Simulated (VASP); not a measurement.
# In3P4 (Pm-3m) in VASP: a series of runs

The runs below take In3P4 through single point, relaxation of cell and atoms, with PBE.

All numbers are computed with VASP 6.6.1; they aren't measurements. Logs are shortened: lines on timing, memory, paths and dates and some standing lists are left out, and cuts for length are marked.

## Step 1: The cell of the first run

Symmetry: Pm-3m, No. 221, cubic system. Conventional cell: a = 5.436 Å, b = 5.436 Å, c = 5.436 Å, α = 90.00°, β = 90.00°, γ = 90.00°. Around In (site symmetry 4/mmm) lie 6 P at 2.72 Å. Around P (site symmetry m-3m) lie 6 In at 2.72 Å. Around P (site symmetry 4/mmm) lie 4 In at 2.72 Å.

The cell was built by a generator and needn't be a form met in nature.

## Step 2: Single point, PBE (species swapped into the W3N4 type (Pm-3m, No. 221))

File INCAR:

```
SYSTEM = In3P4
PREC = Accurate ; ENCUT = 520
EDIFF = 1E-6 ; ISMEAR = 0
SIGMA = 0.1 ; LREAL = .False.
LASPH = .True. ; NELM = 100
ALGO = Fast ; ISIF = 2
LWAVE = .False. ; LCHARG = .True.
GGA = PE ; LELF = .True.
LVHAR = .True. ; NBANDS = 38
```

File KPOINTS:

```
Automatic mesh
0
Gamma
  8 8 8
  0 0 0
```

File POSCAR:

```
In3P4
1.0
    5.4358199448      0.0000000000      0.0000000000
    0.0000000000      5.4358199448      0.0000000000
    0.0000000000      0.0000000000      5.4358199448
In P
3 4
Direct
    0.5000000000      0.5000000000      0.0000000000
    0.0000000000      0.5000000000      0.5000000000
    0.5000000000      0.0000000000      0.5000000000
    0.5000000000      0.5000000000      0.5000000000
    0.5000000000      0.0000000000      0.0000000000
    0.0000000000      0.5000000000      0.0000000000
    0.0000000000      0.0000000000      0.5000000000
```

Potentials or basis: VASP PAW PBE potentials, release 64 (In_d, P).

The run is started by

```sh
cat potpaw_PBE.64/In_d/POTCAR potpaw_PBE.64/P/POTCAR > POTCAR
mpirun -np 1 vasp_std > vasp.out
```

OUTCAR:

```text
SYSTEM = In3P4
   PREC = Accurate
   ENCUT = 520
   EDIFF = 1E-6
   ISMEAR = 0
   LREAL = .False.
   LASPH = .True.
   NELM = 100
   ISIF = 2
   GGA = PE

 ion  position               nearest neighbor table
   1  0.500  0.500  0.000-   4 2.72   5 2.72   6 2.72   4 2.72   5 2.72   6 2.72   3 3.84   3 3.84
                             3 3.84   2 3.84   3 3.84   2 3.84   2 3.84   2 3.84
   2  0.000  0.500  0.500-   4 2.72   6 2.72   7 2.72   6 2.72   7 2.72   4 2.72   3 3.84   3 3.84
                             1 3.84   1 3.84   3 3.84   1 3.84   1 3.84   3 3.84
   3  0.500  0.000  0.500-   4 2.72   5 2.72   7 2.72   5 2.72   4 2.72   7 2.72   2 3.84   1 3.84
                             2 3.84   1 3.84   1 3.84   2 3.84   1 3.84   2 3.84
   4  0.500  0.500  0.500-   1 2.72   2 2.72   3 2.72   1 2.72   3 2.72   2 2.72
   5  0.500  0.000  0.000-   1 2.72   3 2.72   3 2.72   1 2.72
   6  0.000  0.500  0.000-   1 2.72   2 2.72   2 2.72   1 2.72
   7  0.000  0.000  0.500-   2 2.72   3 2.72   2 2.72   3 2.72

  LATTYP: Found a simple cubic cell.
 ALAT       =     5.4358199448

  Lattice vectors:

 A1 = (   5.4358199448,   0.0000000000,   0.0000000000)
 A2 = (   0.0000000000,   5.4358199448,   0.0000000000)
 A3 = (   0.0000000000,   0.0000000000,   5.4358199448)

Analysis of symmetry for initial positions (statically):
=====================================================================
 Subroutine PRICEL returns:
 Original cell was already a primitive cell.

 Routine SETGRP: Setting up the symmetry group for a
 simple cubic supercell.

 Subroutine GETGRP returns: Found 48 space group operations
 (whereof 48 operations were pure point group operations)
 out of a pool of 48 trial point group operations.

The static configuration has the point symmetry O_h .

Analysis of symmetry for dynamics (positions and initial velocities):
=====================================================================
 Subroutine PRICEL returns:
 Original cell was already a primitive cell.

 Routine SETGRP: Setting up the symmetry group for a
 simple cubic supercell.

 Subroutine GETGRP returns: Found 48 space group operations
 (whereof 48 operations were pure point group operations)
 out of a pool of 48 trial point group operations.

The dynamic configuration has the point symmetry O_h .

 Subroutine INISYM returns: Found 48 space group operations
 (whereof 48 operations are pure point group operations),
 and found     1 'primitive' translations

----------------------------------------------------------------------------------------

[... 97 lines left out ...]
   LNONCOLLINEAR =      F non collinear calculations
   LSORBIT =      F    spin-orbit coupling
   LASPH  =      T    aspherical Exc in radial PAW
   ENCUT  =  520.0 eV  38.22 Ry    6.18 a.u.  10.11 10.11 10.11*2*pi/ulx,y,z
   NELM   =    100;   NELMIN=  2; NELMDL= -5     # of ELM steps
   EDIFF  = 0.1E-05   stopping-criterion for ELM
[... 8 lines left out ...]
   TEBEG  =    0.0;   TEEND  =   0.0 temperature during run
   PSTRESS=    0.0 pullay stress
   NELECT =      59.0000    total number of electrons
   NUPDOWN=      -1.0000    fix difference up-down
   EMIN   =  10.00;   EMAX   =-10.00  energy-range for DOS
   EFERMI =   0.00;   METHOD = LEGACY
   ISMEAR =     0;   SIGMA  =   0.10  broadening in eV -4-tet -1-fermi 0-gaus
   EFERMI_NEDOS =   21; number of points for ismear=-14 and -15
   IALGO  =     68    algorithm
   IMIX   =      4    mixing-type and parameters
     AMIX     =   0.40;   BMIX     =  1.00
     AMIX_MAG =   1.60;   BMIX_MAG =  1.00
  volume/ion in A,a.u.               =      22.95       154.84
  Fermi-wavevector in a.u.,A,eV,Ry     =   1.172448  2.215606 18.703051  1.374635
  Thomas-Fermi vector in A             =   2.308877
   LORBIT       =      0    0 simple, 1 ext, 2 COOP (PROOUT), +10 PAW based schemes
   GGA     = PE    functional components
   LHFCALC =     F    Hartree Fock is set to
   AEXX    =    0.0000 exact exchange contribution
   IVDW    =     0    specifies the selected vdW correction
   LEPSILON=     F    determine dielectric tensor
   LRPA    =     F    only Hartree local field effects (RPA)
 non-spin polarized calculation
 RMM-DIIS sequential band-by-band and
 Gauss-broadening in eV      SIGMA  =   0.10
  energy-cutoff  :      520.00
  volume of cell :      160.62
 maximum number of plane-waves:      4385
   NGX = 21   NGY = 21   NGZ = 21

 number of electron      58.9999963 magnetization

 Free energy of the ion-electron system (eV)
  ---------------------------------------------------
  ext. energy  EPLUGINS =         0.00000000
  ---------------------------------------------------
  free energy    TOTEN  =       -26.30805808 eV

  energy without entropy =      -26.27877025  energy(sigma->0) =      -26.29341417

 E-fermi :   5.7780     XC(G=0):  -9.8531

 val. band max:        5.7751455914   @ k =   0.5000   0.1250   0.0000
 cond. band min:       5.7908806028   @ k =   0.3750   0.1250   0.1250
 fundamental gap:      0.0157350114
 Fermi energy:         5.7779949254

 k-point     1 :       0.0000    0.0000    0.0000
  band No.  band energies     occupation
      1      -8.8667      2.00000
      2      -8.7249      2.00000
      3      -8.7249      2.00000
      4      -8.5030      2.00000
      5      -8.5030      2.00000
      6      -8.5030      2.00000
[... 973 lines left out ...]
     37      10.2180      0.00000
     38      10.7654      0.00000

 [... further k-points ...]
[... 5 lines left out ...]
  --------------------------------------------------------------------------------------
  -------------------------------------------------------------------------------------
  Total        0.0002873      0.0002873      0.0002873      0.0000000      0.0000000      0.0000000
  in kB        0.0028654      0.0028654      0.0028654      0.0000000      0.0000000      0.0000000
  external PRESSURE =       0.0028654 kB  Pullay stress =       0.0000000 kB

 VOLUME and BASIS-vectors are now :
 -----------------------------------------------------------------------------
  energy-cutoff  :      520.00
  volume of cell :      160.62
      direct lattice vectors                 reciprocal lattice vectors
     5.435819945  0.000000000  0.000000000     0.183964887  0.000000000  0.000000000
     0.000000000  5.435819945  0.000000000     0.000000000  0.183964887  0.000000000
     0.000000000  0.000000000  5.435819945     0.000000000  0.000000000  0.183964887

 POSITION                                       TOTAL-FORCE (eV/Angst)
 -----------------------------------------------------------------------------------
      2.71791      2.71791      0.00000         0.000000      0.000000      0.000000
      0.00000      2.71791      2.71791         0.000000      0.000000      0.000000
      2.71791      0.00000      2.71791         0.000000      0.000000      0.000000
      2.71791      2.71791      2.71791         0.000000      0.000000      0.000000
      2.71791      0.00000      0.00000         0.000000      0.000000      0.000000
      0.00000      2.71791      0.00000         0.000000      0.000000      0.000000
      0.00000      0.00000      2.71791         0.000000      0.000000      0.000000
 -----------------------------------------------------------------------------------
    total drift:                               -0.000000      0.000000     -0.000000

  FREE ENERGIE OF THE ION-ELECTRON SYSTEM (eV)
  ---------------------------------------------------
  free  energy   TOTEN  =       -26.3080580837 eV

  energy  without entropy=      -26.2787702549  energy(sigma->0) =      -26.29341417
```

OSZICAR:

```text
N       E                     dE             d eps       ncg     rms          rms(c)
DAV:   1     0.554596353619E+03    0.55460E+03   -0.26358E+04  2660   0.176E+03
DAV:   2     0.428431505845E+02   -0.51175E+03   -0.49837E+03  2666   0.454E+02
DAV:   3    -0.234127920005E+02   -0.66256E+02   -0.64585E+02  3290   0.174E+02
DAV:   4    -0.268522487661E+02   -0.34395E+01   -0.34145E+01  3190   0.384E+01
DAV:   5    -0.270107830864E+02   -0.15853E+00   -0.15843E+00  4048   0.802E+00    0.912E+00
RMM:   6    -0.263497775320E+02    0.66101E+00   -0.14595E+00  3247   0.753E+00    0.492E+00
RMM:   7    -0.263106847144E+02    0.39093E-01   -0.59763E-01  3520   0.319E+00    0.213E+00
RMM:   8    -0.263095236131E+02    0.11611E-02   -0.10740E-01  3525   0.223E+00    0.891E-01
RMM:   9    -0.263073000777E+02    0.22235E-02   -0.24361E-02  3630   0.106E+00    0.239E-01
RMM:  10    -0.263079394218E+02   -0.63934E-03   -0.70926E-03  4351   0.466E-01    0.177E-01
RMM:  11    -0.263080037443E+02   -0.64322E-04   -0.10111E-03  4009   0.163E-01    0.143E-01
RMM:  12    -0.263080841633E+02   -0.80419E-04   -0.27777E-04  3427   0.115E-01    0.451E-02
RMM:  13    -0.263080488041E+02    0.35359E-04   -0.11946E-04  3551   0.762E-02    0.240E-02
RMM:  14    -0.263080539896E+02   -0.51855E-05   -0.55072E-05  4224   0.357E-02    0.419E-02
RMM:  15    -0.263080548482E+02   -0.85858E-06   -0.17481E-05  3024   0.169E-02    0.491E-02
RMM:  16    -0.263080573655E+02   -0.25173E-05   -0.73919E-06  2954   0.142E-02    0.530E-02
RMM:  17    -0.263080580837E+02   -0.71829E-06   -0.17147E-06  1927   0.989E-03
   1 F= -.26308058E+02 E0= -.26293414E+02  d E =-.292878E-01
```

Wall time 3.1 min (1 thread of Intel Xeon Platinum 8488C (Sapphire Rapids), shared host); peak memory 0.34 GiB.

What came out:

- Free energy: -26.3081 eV
- Pressure: 0.0 GPa
- Band gap on the k mesh: none (metal or under the smearing width)

## Step 3: Single point, PBE (species swapped into the W3N4 type (Pm-3m, No. 221))

File INCAR:

```
SYSTEM = In3P4
ALGO = Normal
EDIFF = 1E-6
ENCUT = 520
GGA = PE
ISIF = 2
ISMEAR = 0
LASPH = .TRUE.
LCHARG = .FALSE.
LREAL = .FALSE.
LWAVE = .FALSE.
NBANDS = 38
NELM = 100
PREC = Accurate
SIGMA = 0.1
```

File KPOINTS:

```
k-points
0
G
  4 4 4
  0 0 0
```

Changes to POSCAR since step 2:

```diff
@@ -2,5 +2,5 @@
 1.0
-    5.4358199448      0.0000000000      0.0000000000
-    0.0000000000      5.4358199448      0.0000000000
-    0.0000000000      0.0000000000      5.4358199448
+    5.4331472094      0.0000000000      0.0000000000
+    0.0000000000      5.4331472094      0.0000000000
+    0.0000000000      0.0000000000      5.4331472094
 In P
```

Potentials or basis: VASP PAW PBE potentials, release 64 (In_d, P).

The run is started by

```sh
cat potpaw_PBE.64/In_d/POTCAR potpaw_PBE.64/P/POTCAR > POTCAR
mpirun -np 1 vasp_std > vasp.out
```

Wall time 48 s (1 thread of Intel Xeon Platinum 8259CL at 2.50GHz (Skylake/Cascade Lake), shared host); peak memory 0.25 GiB.

The run converged. Its results:

- Free energy: -26.2022 eV
- Pressure: 0.0 GPa
- Band gap on the k mesh: none (metal or under the smearing width)

Levels at points of the mesh, in eV from the Fermi level:
```csv
k point,band 27,band 28,band 29,band 30,band 31,band 32,band 33,band 34
"(0.00, 0.00, 0.00)",-2.47,-1.61,-1.61,-1.61,0.05,0.40,0.40,0.40
"(0.50, 0.00, 0.00)",-1.60,-1.60,-1.15,-0.16,-0.16,1.59,1.82,2.55
"(0.50, 0.50, 0.00)",-0.86,-0.18,-0.07,-0.07,0.40,2.38,2.94,2.94
"(0.50, 0.50, 0.50)",0.12,0.12,0.12,0.75,0.75,2.60,2.87,2.87
```

## Step 4: Relaxation of cell and atoms, PBE (species swapped into the W3N4 type (Pm-3m, No. 221))

File INCAR:

```
  ALGO = Normal
  EDIFF = 1E-6
  EDIFFG = -0.04
  ENCUT = 600
  GGA = PE
  IBRION = 2
  ISIF = 3
  ISMEAR = 0
  LASPH = True
  LCHARG = False
  LREAL = False
  LWAVE = False
  NELM = 100
  NSW = 90
  PREC = Accurate
  SIGMA = 0.1
```

File KPOINTS:

```
k-points
0
Gamma
  4 4 4
```

Changes to POSCAR since step 3:

```diff
@@ -2,5 +2,5 @@
 1.0
-    5.4331472094      0.0000000000      0.0000000000
-    0.0000000000      5.4331472094      0.0000000000
-    0.0000000000      0.0000000000      5.4331472094
+    5.0241017700      0.0000000000      0.0000000000
+    0.0000000000      5.0241017700      0.0000000000
+    0.0000000000      0.0000000000      5.0241017700
 In P
```

Potentials or basis: VASP PAW PBE potentials, release 64 (In_d, P).

The run is started by

```sh
cat potpaw_PBE.64/In_d/POTCAR potpaw_PBE.64/P/POTCAR > POTCAR
mpirun -np 1 vasp_std > vasp.out
```

OUTCAR:

```text
EDIFF = 1E-6
   EDIFFG = -0.04
   ENCUT = 600
   GGA = PE
   IBRION = 2
   ISIF = 3
   ISMEAR = 0
   LASPH = True
   LREAL = False
   NELM = 100
   NSW = 90
   PREC = Accurate

 ion  position               nearest neighbor table
   1  0.500  0.500  0.000-   4 2.51   5 2.51   6 2.51   4 2.51   5 2.51   6 2.51   3 3.55   3 3.55
                             3 3.55   2 3.55   3 3.55   2 3.55   2 3.55   2 3.55
   2  0.000  0.500  0.500-   4 2.51   6 2.51   7 2.51   6 2.51   7 2.51   4 2.51   3 3.55   3 3.55
                             1 3.55   1 3.55   3 3.55   1 3.55   1 3.55   3 3.55
   3  0.500  0.000  0.500-   4 2.51   5 2.51   7 2.51   5 2.51   4 2.51   7 2.51   2 3.55   1 3.55
                             2 3.55   1 3.55   1 3.55   2 3.55   1 3.55   2 3.55
   4  0.500  0.500  0.500-   1 2.51   2 2.51   3 2.51   1 2.51   3 2.51   2 2.51
   5  0.500  0.000  0.000-   1 2.51   3 2.51   3 2.51   1 2.51
   6  0.000  0.500  0.000-   1 2.51   2 2.51   2 2.51   1 2.51
   7  0.000  0.000  0.500-   2 2.51   3 2.51   2 2.51   3 2.51

  LATTYP: Found a simple cubic cell.
 ALAT       =     5.0241017700

  Lattice vectors:

 A1 = (   5.0241017700,   0.0000000000,   0.0000000000)
[... 186 lines left out ...]
      2      -6.5894      2.00000
      3      -6.5894      2.00000
      4      -6.1463      2.00000
      5      -6.1463      2.00000
      6      -6.1463      2.00000
[... 450 lines left out ...]
--------------------------------------- Ionic step        3  -------------------------------------------

 number of electron      58.9999963 magnetization

 Free energy of the ion-electron system (eV)
  ---------------------------------------------------
  ext. energy  EPLUGINS =         0.00000000
  ---------------------------------------------------
  free energy    TOTEN  =       -26.19408481 eV

  energy without entropy =      -26.15051692  energy(sigma->0) =      -26.17230086

 E-fermi :   5.9130     XC(G=0):  -9.8558

 val. band max:        5.8704042851   @ k =   0.5000   0.5000   0.2500
 cond. band min:       5.9156736636   @ k =   0.5000   0.5000   0.2500
 fundamental gap:      0.0452693785
 Fermi energy:         5.9130377334

 k-point     1 :       0.0000    0.0000    0.0000
  band No.  band energies     occupation
      1      -8.9232      2.00000
      2      -8.7699      2.00000
      3      -8.7699      2.00000
      4      -8.5588      2.00000
      5      -8.5588      2.00000
      6      -8.5588      2.00000
[... 403 lines left out ...]
  FREE ENERGIE OF THE ION-ELECTRON SYSTEM (eV)
  ---------------------------------------------------
  free  energy   TOTEN  =       -26.1940848070 eV

  energy  without entropy=      -26.1505169187  energy(sigma->0) =      -26.17230086

 reached required accuracy - stopping structural energy minimisation
```

OSZICAR:

```text
N       E                     dE             d eps       ncg     rms          rms(c)
DAV:   1     0.608243550384E+03    0.60824E+03   -0.29663E+04   700   0.230E+03
DAV:   2     0.541232229285E+02   -0.55412E+03   -0.54527E+03   700   0.532E+02
DAV:   3    -0.210331887045E+02   -0.75156E+02   -0.73306E+02   873   0.203E+02
[... 36 lines left out ...]
DAV:   9    -0.261940879999E+02    0.33052E-05   -0.15745E-04   911   0.596E-02    0.487E-02
DAV:  10    -0.261940893656E+02   -0.13656E-05   -0.10891E-05   745   0.155E-02    0.605E-02
DAV:  11    -0.261940871883E+02    0.21773E-05   -0.27124E-06   618   0.144E-02    0.522E-02
DAV:  12    -0.261940853046E+02    0.18837E-05   -0.51589E-06   716   0.114E-02    0.391E-02
DAV:  13    -0.261940848070E+02    0.49755E-06   -0.52921E-07   380   0.441E-03
   3 F= -.26194085E+02 E0= -.26172301E+02  d E =-.218830E+01
```

Run time: 2.2 min. Hardware: 1 thread of Intel Xeon Platinum 8259CL at 2.50GHz (Skylake/Cascade Lake), shared host; peak memory 0.26 GiB.

What came out:

```
Free energy                            : -26.1941 eV
Relaxed volume                         : 22.93 Å³/atom
Relaxed cell                           : a = 5.435 Å, b = 5.435 Å, c = 5.435 Å, α = 90.00°, β = 90.00°, γ = 90.00°
Space group after relaxing (to 0.05 Å) : Pm-3m (No. 221)
Energy gained by relaxing              : 312.6 meV/atom
Ionic steps                            : 3
Pressure after relaxing                : -0.1 GPa
Band gap on the k mesh                 : none (metal or under the smearing width)
```

Step by step:
```
step  energy change (eV)  largest force (eV/Å)  pressure (GPa)  volume (Å³)
   1              0.0000                0.0000           26.08       126.82
   2             -1.4744                0.0000           -6.89       189.00
   3             -2.1883                0.0000           -0.05       160.53
```

Final structure:
```
In P
1.0
     5.43478    0.00000    0.00000
     0.00000    5.43478    0.00000
     0.00000    0.00000    5.43478
In P
3 4
Cartesian
  2.7174 2.7174 0.0000
  0.0000 2.7174 2.7174
  2.7174 0.0000 2.7174
  2.7174 2.7174 2.7174
  2.7174 0.0000 0.0000
  0.0000 2.7174 0.0000
  0.0000 0.0000 2.7174
```

Levels at points of the mesh, in eV from the Fermi level:
| k point | band 28 | band 29 | band 30 | band 31 | band 32 | band 33 |
| --- | --- | --- | --- | --- | --- | --- |
| (0.00, 0.00, 0.00) | -1.61 | -1.61 | -1.61 | 0.04 | 0.40 | 0.40 |
| (0.50, 0.00, 0.00) | -1.59 | -1.14 | -0.16 | -0.16 | 1.59 | 1.82 |
| (0.50, 0.50, 0.00) | -0.18 | -0.07 | -0.07 | 0.40 | 2.38 | 2.94 |
| (0.50, 0.50, 0.50) | 0.12 | 0.12 | 0.75 | 0.75 | 2.60 | 2.87 |

Caveat: the volume moved by over 15 % at a fixed basis, so the end points are rough.

## Step 5: Summary

```csv
task,cell,k mesh,cutoff (eV),gap on the mesh (eV),pressure (GPa)
single point,"species swapped into the W3N4 type (Pm-3m, No. 221)",8 × 8 × 8,520,none,0.0
single point,"species swapped into the W3N4 type (Pm-3m, No. 221)",4 × 4 × 4,520,none,0.0
relaxation of cell and atoms,"relaxed from: species swapped into the W3N4 type (Pm-3m, No. 221)",4 × 4 × 4,600,none,-0.1
```

Alike in all rows: level PBE; potentials or basis VASP PAW PBE potentials, release 64 (In_d, P); no spin polarisation; smearing gaussian 0.1 eV.

Caveats: the volume moved by over 15 % at a fixed basis, so the end points are rough (some runs).

Absolute energies hang on the potentials; compare differences alone.
